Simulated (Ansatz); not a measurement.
# Formation energy and levels of the substitutional impurity Si_O in Ga2O3 (C2/m)

Wanted: the transition levels of a substitutional impurity in Ga2O3 (C2/m), from a cell of 120 host atoms with 1 O taken out and 1 Si put in.

Method: place-levels on r2SCAN runs: charge-transition levels and formation energies with image-charge correction and potential alignment at the atomic sites; PAW set soft_1, in Ansatz 0.2.0.

Experimental background.

“Theoretical and experimental investigation of optical absorption anisotropy in beta-Ga2O3” (2015, arxiv:1511.02601) quotes from earlier work for Ga2O3, monoclinic beta ((100) platelet, literature value): band gap (optical absorption edge, E parallel to c, earlier work of 1997) 4.52 eV [Literature absorption edge quoted from earlier work; temperature and doping not stated].

In doubt: warnings of the run leave room for a lower electronic state (in some of the runs), so energies may not be the lowest and differences between runs may mislead.

## (1) Starting point

The cell holds 120 atoms: 48 Ga, 71 O and 1 Si. Cell: a = 12.253 Å, b = 9.117 Å, c = 11.616 Å, α = 90.0°, β = 103.8°, γ = 90.0°. It derives from Ga2O3 (space group C2/m). Nearest the centre at fractional (0.504, 0.667, 0.372): Si90 at 0.00 Å, Ga48 at 1.84 Å, Ga88 at 1.84 Å, Ga81 at 1.94 Å, O91 at 2.81 Å, O59 at 2.85 Å, O99 at 2.85 Å, O53 at 2.89 Å.

The host's dielectric constants go in as inputs: (4.07, 4.18, 4.18) for the electrons alone, principal values (10.78, 10.83, 13.86) with the ions, computed on the host (DFPT, PBEsol, on the r2SCAN cell), and a cell off the functional's own equilibrium shifts the ionic part.

The cell's shortest repeat is 9.1 Å.

## (2) Charge states

A transition level is the Fermi level at which two charge states cost the same, so each charge needs its own total energy, at its own relaxed structure.

Each atom starts 0.05 Å or so off its site in a random direction: a symmetric start keeps its symmetry, and would miss off-centre moves and Jahn–Teller distortions. Forces are taken at one point at (¼, ¼, ¼). The cell holds 2 electrons more than the neutral one, with a uniform background that keeps it neutral on the whole.

The sampling was tested on the host first: at the k-points planned (1x1x1 shifted 0.25 0.25 0.25) its energy lies 0.000 eV an atom from the dense-mesh value, under the bound of 0.02 eV set for this test; that bounds the host's error, not the defect's.

One state's input; the others differ in charge, spin, start and seed, and in occupations where the table says so.

qm2.relax/input.yaml reads:

```yaml
crystal:
  lattice:
    - [12.25319083, 0.0, -0.00523009]
    - [0.0, 3.03896096, 0.0]
    - [-1.38346229, 0.0, 5.64095242]
  atoms:
    - { symbol: Ga, position: [0.34129147, 0.0, 0.68554557] }
    - { symbol: Ga, position: [0.84129147, 0.5, 0.68554557] }
    - { symbol: Ga, position: [0.15870853, 0.5, 0.31445443] }
    - { symbol: Ga, position: [0.65870853, 0.0, 0.31445443] }
    - { symbol: Ga, position: [0.4094761, 0.5, 0.2051927] }
    - { symbol: Ga, position: [0.9094761, 0.0, 0.2051927] }
    - { symbol: Ga, position: [0.0905239, 0.0, 0.7948073] }
    - { symbol: Ga, position: [0.5905239, 0.5, 0.7948073] }
    - { symbol: O, position: [0.003746, 0.5, 0.74380369] }
    - { symbol: O, position: [0.503746, 0.0, 0.74380369] }
    - { symbol: O, position: [0.496254, 0.0, 0.25619631] }
    - { symbol: O, position: [0.996254, 0.5, 0.25619631] }
    - { symbol: O, position: [0.32666853, 0.5, 0.43647625] }
    - { symbol: O, position: [0.82666853, 0.0, 0.43647625] }
    - { symbol: O, position: [0.17333147, 0.0, 0.56352375] }
    - { symbol: O, position: [0.67333147, 0.5, 0.56352375] }
    - { symbol: O, position: [0.16419004, 0.0, 0.10911846] }
    - { symbol: O, position: [0.66419004, 0.5, 0.10911846] }
    - { symbol: O, position: [0.33580996, 0.5, 0.89088154] }
    - { symbol: O, position: [0.83580996, 0.0, 0.89088154] }
  supercell: [1, 3, 2]
  defects: [{ substitution: { at: 89, symbol: Si } }]
total_charge: -2
basis:
  ecutwfc: 500
  xc_grid: 2
hamiltonian:
  xc: r2scan
  pseudopotentials: { kind: paw, azcp: { folder: soft_1 } }
kpoints:
  mp_grid: { grid: [1, 1, 1], shift: [0.25, 0.25, 0.25] }
scf:
  occupations: { method: fixed }
  max_iter: 80
output:
  forces: true
  charged_corrections:
    epsilon: [4.07, 4.18, 4.18]
    static_epsilon: [[11.02, 0.0, -0.83], [0.0, 10.83, 0.0], [-0.83, 0.0, 13.62]]
relax:
  f_tol: 0.02
  max_steps: 80
  random_displacement: { amplitude: 0.05, seed: 3579 }
checkpoint:
  write: "../qm2.relax.run"
  compress: false
  write_wavefunctions: true
  write_every: 100000
```

Run with:

```bash
ansatz run input.yaml --threads 32 --pin off --max-ram 56524MiB --backend cuda --events-out ev --progress --plain --runs-dir out --max-vram 78GiB
```

The relaxed structure is kept and the sampling changed to a 2×2×2 shifted mesh.

The run of this state that the levels use, under r2SCAN:

qm2.point/input.yaml reads:

```yaml
crystal:
  checkpoint: "../qm2.relax.run"
  host: checkpoint
total_charge: -2
basis:
  ecutwfc: 500
  xc_grid: 2
hamiltonian:
  xc: r2scan
  pseudopotentials: { kind: paw, azcp: { folder: soft_1 } }
kpoints:
  mp_grid: { grid: [2, 2, 2], shift: [0.5, 0.5, 0.5] }
scf:
  occupations: { method: fermi_dirac, width: 0.01 }
  max_iter: 80
output:
  forces: true
  eigenvalues: true
  charged_corrections:
    epsilon: [4.07, 4.18, 4.18]
    static_epsilon: [[11.02, 0.0, -0.83], [0.0, 10.83, 0.0], [-0.83, 0.0, 13.62]]
    defect_position: [0.503746, 0.666667, 0.371902]
  eigenstates: { localisation: true }
  populations: true
checkpoint:
  read: "../qm2.relax.run"
  write: "../qm2.point.run"
  compress: false
  write_wavefunctions: false
  write_every: 100000
```

Relaxations under r2SCAN at one point at (¼, ¼, ¼); times on 1 × NVIDIA GB200 with 32 threads of Arm Neoverse V2, shared host:

```
charge  moment (μB)  occupations    outcome  steps  largest displacement against the far atoms (Å)  time
    −2            0        fixed  converged     12                                            0.66  16 s
    −1            1        fixed  converged     11                                            0.59  27 s
     0            0        fixed  converged     10                                            0.67  16 s
     0            2        fixed  converged     18                                            0.74  40 s
    −2            2        fixed  converged      8                                            0.58  23 s
```

Single points under r2SCAN at a 2×2×2 shifted mesh; times on 1 × NVIDIA GB200 with 32 threads of Arm Neoverse V2, shared host:

```csv
charge,moment (μB),occupations,outcome,time
−2,0,fermi-dirac,converged,7.4 s
−1,1,fermi-dirac,converged,20 s
0,0,fermi-dirac,converged,8.4 s
0,2,fermi-dirac,converged,20 s
−2,2,fermi-dirac,converged,20 s
```

Distances (Å) from Si90 to the nearest atoms after relaxation with r2SCAN:

| charge | moment (μB) | 1. | 2. | 3. | 4. | 5. | 6. |
| --- | --- | --- | --- | --- | --- | --- | --- |
| −2 | 0 | O 1.79 | Ga 2.21 | Ga 2.22 | Ga 2.22 | O 2.70 | O 2.71 |
| −2 | 2 | Ga 2.20 | Ga 2.20 | Ga 2.20 | O 2.51 | O 2.73 | O 2.73 |
| −1 | 1 | Ga 2.19 | Ga 2.20 | Ga 2.20 | O 2.48 | O 2.72 | O 2.73 |
| 0 | 0 | O 1.79 | Ga 2.21 | Ga 2.22 | Ga 2.22 | O 2.70 | O 2.70 |
| 0 | 2 | Ga 2.21 | Ga 2.32 | Ga 2.33 | O 2.36 | O 2.55 | O 2.56 |

## (3) Levels against the band edges, r2SCAN

A charged cell interacts with its images and the background, and its potential has another zero than the host's. place-levels removes the first by a point-charge model, screened by the static dielectric constant since the ions have relaxed around the charge, and the second by comparing potentials at atoms far from the defect.

The host is a run of the defect-free crystal in the same cutoffs, grids and k-points, so that basis and sampling errors cancel in part in the differences. Its band edges come from a run of the primitive cell that searches the zone for them. The host is run in a cell of 20 atoms on a matching mesh. Chemical potentials are energies per atom of O (O2 molecule) and Si (diamond), run with the same functional and cutoff.

levels.point.yaml reads:

```yaml
host:
  run: host.point.run
  levels_from: { run: edges.point.run }
states: [qm2.point.run, qm1_M1.point.run, q0.point.run, q0_M2.point.run, qm2_M2.point.run]
geometry_from:
  qm2.point.run: qm2.relax.run
  qm1_M1.point.run: qm1_M1.relax.run
  q0.point.run: q0.relax.run
  q0_M2.point.run: q0_M2.relax.run
  qm2_M2.point.run: qm2_M2.relax.run
  host.point.run: host.relax.run
chemical_potentials:
  O:
    energy: -565.989614
    dataset: <sha256 of the dataset>
  Si:
    energy: -639.06578
    dataset: <sha256 of the dataset>
epsilon: [4.07, 4.18, 4.18]
static_epsilon:
  - [11.02, 0.0, -0.83]
  - [0.0, 10.83, 0.0]
  - [-0.83, 0.0, 13.62]
vertical:
  - { from: qm2.point.run, to: qm2.point_neutral.run }
  - { from: qm1_M1.point.run, to: qm1_M1.point_neutral.run }
  - { from: qm2_M2.point.run, to: qm2_M2.point_neutral.run }
```

Run with:

```bash
ansatz place-levels levels.point.yaml -- --threads 32 --pin off --max-ram 56524MiB --backend cuda --max-vram 78GiB
```

Numbers of over 12 decimals in the logs are rounded to 6 here.

The program printed:

```text
[... repeated set-up lines and file paths are left out, and long positions are rounded to six places ...]
(0/-1) 4.333 eV above the valence edge (+4.466 eV without the band-filling correction), in the conduction band; not on the lower envelope
(-1/-2) 3.035 eV above the valence edge (+3.663 eV without the band-filling correction), 0.000 eV under the conduction edge; not on the lower envelope
(0/-2) 3.684 eV above the valence edge (+4.065 eV without the band-filling correction), in the conduction band: charges between them are lowest nowhere
formation energy of charge 0: +7.430 eV with the Fermi level at the valence edge
formation energy of charge -1: +11.763 eV with the Fermi level at the valence edge
formation energy of charge -2: +14.798 eV with the Fermi level at the valence edge
vertical -2 to 0: no energy, since no alignment is typed
  the change from vertical[0].from (qm2.point.run) to vertical[0].to (qm2.point_neutral.run): by its potential at epsilon [4.07, 4.18, 4.18] it stands at 0.509 0.666 0.892, with an rms radius of about 6.7 Å (4.3 3.5 3.8 Å across the planes of the cell's [...]
vertical -1 to 0: no energy, since no alignment is typed
  the change from vertical[1].from (qm1_M1.point.run) to vertical[1].to (qm1_M1.point_neutral.run): by its potential at epsilon [4.07, 4.18, 4.18] it stands at 0.473 0.666 0.303, with an rms radius of about 1.8 Å (0.8 0.8 1.4 Å across the planes of the cell's [...]
vertical -2 to 0: no energy, since no alignment is typed
  the change from vertical[2].from (qm2_M2.point.run) to vertical[2].to (qm2_M2.point_neutral.run): by its potential at epsilon [4.07, 4.18, 4.18] it stands at 0.472 0.667 0.316, with an rms radius of about 4.0 Å (2.3 1.8 2.7 Å across the planes of the cell's [...]
  edges by r2scan of host.levels_from (edges.point.run), its mesh sampled to repeats of 27.35 Å (the valence edge +0.028 eV and the conduction edge -0.706 eV from those of the host's own run), gap 3.035 eV; the host is sampled to repeats of 29.47 Å
  the defect's cells are sampled to repeats of 29.47 Å, like sampling
  charge 0: +0.000 eV for its dipole among its images, +0.000 omitted
  charge -1: -222987.9788 eV with its correction of +0.023 eV, at epsilon [[11.02, 0, -0.83], [0, 10.83, 0], [-0.83, 0, 13.62]], aligned at sites: +0.1352 eV, mean over 88 atomic sites at or beyond 4.56 Å from the defect at [0.5037, 0.6667, 0.3719], with [...]
  charge -2: -222976.6533 eV with its correction of +0.196 eV, at epsilon [[11.02, 0, -0.83], [0, 10.83, 0], [-0.83, 0, 13.62]], aligned at sites: +0.2186 eV, mean over 88 atomic sites at or beyond 4.56 Å from the defect at [0.5037, 0.6667, 0.3719], with [...]
  charge 0: states[3] (q0_M2.point.run) stands 2.080 eV higher, with a moment of 2.00 μB against 0.00
  charge -2: states[4] (qm2_M2.point.run) stands 0.582 eV higher, with a moment of 2.00 μB against 0.00
  of states[1] (qm1_M1.point.run): a band-filling correction moves a carrier to the host's band edge, which changes its energy by -0.133 eV; stability_check_not_made
  of states[0] (qm2.point.run): it parts from the run at its places by a charge that spreads by about 3.5 Å along one vector (1.6 Å or more is wide), by its potential at epsilon [4.07, 4.18, 4.18], taken for that of held ions (one typed too small widens it), [...]
  of states[3] (q0_M2.point.run): its moments are held at its close (magnetization.spin_locking), by a field of 0.091 eV a Bohr magneton, and its energy and levels are of the state that this holds: a run that lets them go can end lower; [...]
  of states[4] (qm2_M2.point.run): it parts from the run at its p
```

Wall time 0.64 s (32 threads of Arm Neoverse V2, shared host).

Levels between the charges placed, in eV above the valence top:

```csv
,gap (eV),(0/−1),(−1/−2)
r2SCAN,3.04,4.33,3.04
```

Corrections by state:

| charge | moment (μB) | image terms and alignment (eV) | band filling (eV) | ε used | over the lowest of its charge, as the program ranks them, band filling apart (eV) |
| --- | --- | --- | --- | --- | --- |
| 0 | 0.0 | 0.000 | - | - | 0.000 |
| −1 | 1.0 | 0.023 | -0.133 | principal values (10.78, 10.83, 13.86) | 0.000 |
| −2 | 0.0 | 0.196 | -0.762 | principal values (10.78, 10.83, 13.86) | 0.000 |
| 0 | 2.0 | 0.000 | - | - | 2.080 |
| −2 | 2.0 | 0.254 | - | principal values (10.78, 10.83, 13.86) | 0.582 |

The charged structures listed were also run neutral, and place-levels reads from each pair, by the potential or the spins, how wide the charge is by which they differ; that can be the carrier of either run.

| charge | rms radius (Å) | spread where it is widest against the cell (Å) | wide from (Å) | reading |
| --- | --- | --- | --- | --- |
| −1 | 1.8 | 1.43 | 1.95 | narrow |
| −2 | 6.7 | 3.45 | 1.58 | wide |

The neutral runs of these pairs need not share the spin of the lowest neutral state, and very wide values only mean spread over the cell.

From the program's caveats on the states, each cut to its opening words:

- charge −1 (1 μB): a band-filling correction moves a carrier to the host's band edge, which changes its energy by -0.133 eV
- charge −1 (1 μB), 0 (2 μB), −2 (2 μB): flagged: stability check not made
- charge −2: it parts from the run at its places by a charge that spreads by about 3.5 Å along one vector (1.6 Å or more is wide), by its potential at epsilon [4.07, 4.18, [...]
- charge −2: a band-filling correction moves a carrier to the host's band edge, which changes its energy by -0.762 eV
- charge −2: its alignment with the host at atomic sites is doubtful: the mean over the far sites moves by -0.0519 eV from their farther parts to their nearer, more than [...]
- charge 0 (2 μB): its moments are held at its close (magnetization.spin_locking), by a field of 0.091 eV a Bohr magneton, and its energy and levels are of the state that this [...]
- charge −2 (2 μB): it parts from the run at its places by a charge that spreads by about 2.7 Å along one vector (2 Å or more is wide), by its potential at epsilon [4.07, 4.18, [...]
- charge −2 (2 μB): its moments are held at its close (magnetization.spin_locking), by a field of 0.092 eV a Bohr magneton, and its energy and levels are of the state that this [...]

The host's formation energy from the elements is -2.085 eV per atom; it sets how far the chemical potentials can move.

Formation energies (eV), Ga-rich (Δμ(Ga) = 0.00 eV, Δμ(O) = -3.48 eV, Δμ(Si) = 0.00 eV):

```csv
charge,Fermi level at the valence top,at the conduction bottom
0,3.95,3.95
−1,8.29,5.25
−2,11.32,5.25
```

Formation energies (eV), O-rich (Δμ(O) = 0.00 eV, Δμ(Ga) = -5.21 eV, Δμ(Si) = 0.00 eV):

| charge | Fermi level at the valence top | at the conduction bottom |
| --- | --- | --- |
| 0 | 7.43 | 7.43 |
| −1 | 11.76 | 8.73 |
| −2 | 14.80 | 8.73 |

## (4) The same at the relaxations' own k-points

The relaxations' own energies give the levels at their sampling, for comparison.

levels.relax_mesh.yaml reads:

```yaml
host:
  run: host.relax.run
  levels_from: { run: edges.relax.run }
states: [qm2.relax.run, qm1_M1.relax.run, q0.relax.run, q0_M2.relax.run, qm2_M2.relax.run]
chemical_potentials:
  O:
    energy: -565.989614
    dataset: <sha256 of the dataset>
  Si:
    energy: -639.06578
    dataset: <sha256 of the dataset>
```

Run with:

```bash
ansatz place-levels levels.relax_mesh.yaml -- --threads 32 --pin off --max-ram 56524MiB --backend cuda --max-vram 78GiB
```

The program printed:

```text
[...]
formation energy of charge 0: +7.432 eV with the Fermi level at the valence edge
formation energy of charge -1: +11.766 eV with the Fermi level at the valence edge
formation energy of charge -2: +14.801 eV with the Fermi level at the valence edge
  edges by r2scan of host.levels_from (edges.relax.run), its mesh sampled to repeats of 27.35 Å (the valence edge +0.047 eV and the conduction edge -0.872 eV from those of the host's own run), gap 3.035 eV; the host is sampled to repeats of 14.77 Å
[... the lines on each state left out ...]
```

Elapsed: 0.23 s, on 32 threads.

Levels between neighbouring charges, in eV above the valence top:

|  | gap (eV) | (0/−1) | (−1/−2) |
| --- | --- | --- | --- |
| one point at (¼, ¼, ¼) | 3.04 | 4.33 | 3.04 |
| a 2×2×2 shifted mesh | 3.04 | 4.33 | 3.04 |

Going from one point at (¼, ¼, ¼) to a 2×2×2 shifted mesh moves formation energies against the elements by up to 0.00 eV; band-filling terms, which differ between samplings, are in these energies.

## (5) Summary of results

| Quantity | Value |
| --- | --- |
| gap of the host | 3.04 eV (r2SCAN) |
| level (0/minus 1) | 4.33 eV above the valence top, past the conduction bottom, not a change between lowest states (4.47 eV above the valence top without the band-filling term) |
| level (minus 1/minus 2) | 3.04 eV above the valence top, at the conduction bottom, not a change between lowest states (3.66 eV above the valence top without the band-filling term) |
| lowest of the charges placed, just above the valence top (0.02 eV) | 0 |
| lowest of the charges placed, just below the conduction bottom (0.02 eV) | 0 |
| lowest formation energy at mid-gap of the charges run, Ga-rich | 3.95 eV |
| lowest formation energy at mid-gap of the charges run, O-rich | 7.43 eV |

In words: Of the charges placed (−2, −1 and 0), 0 is the lowest from 0.02 eV above the valence top to 0.02 eV below the conduction bottom, a gap of 3.04 eV. Charges above 0 were not placed, so these runs say nothing of levels that involve them. States placed: 0 at 0 μB and 2 μB; −1 at 1 μB; −2 at 0 μB and 2 μB. Other spin states or structures, where not listed, weren't placed. The program finds carriers beyond a band edge of the host and adds a band-filling term at charge −2 (-0.76 eV) and −1 (-0.13 eV); steps to such a charge show no bound level, and a defect level inside a band would be read the same way. Si is taken at its element; compounds, which aren't counted here, bound the chemical potentials and would shift these formation energies. Going from one point at (¼, ¼, ¼) to a 2×2×2 shifted mesh moves formation energies against the elements by up to 0.00 eV; band-filling terms, which differ between samplings, are in these energies. The program doubts the alignment of potentials for at least one state, a sign that the cell is small. Limits: r2SCAN makes the gap too small and tends to spread out bound carriers; where a gas molecule sets a chemical potential or the host's formation energy, its binding is uncorrected.

Computed beside measured:

| quantity | measured | r2SCAN |
| --- | --- | --- |
| band gap (least gap of the host; the measured gap is an optical one, which needn't be the least gap) (eV) | 4.52 | 3.04 (-1.48 eV) |

Measured values from arxiv:1511.02601 (2015).

**Verdict.** The band gap is off by -1.48 eV. Local and semilocal functionals usually give gaps below the measured ones. An optical gap can lie under the band gap by the exciton's binding. Zero-point and thermal motion shift the measured gap.

[Logs are printed without paths, hosts, clocks, repeated set-up lines and the standing remarks that a program may print on its own settings, such as how far it seeks lower states.]

[Hosts, paths, dates, database ids (printed as entryN), source tags and the programs' standing remarks are cut or masked in the printed files.]

[Where a table of states has a column of steps, it counts the stored structures, which are thinned; the runs took as many ionic steps or more.]

[A defect's name tells the site on which it was built; relaxed atoms can leave that site.]

[For some hosts the program warned that the k-mesh of the response run may be too coarse for force constants and the static dielectric constant; such warnings are not shown here.]
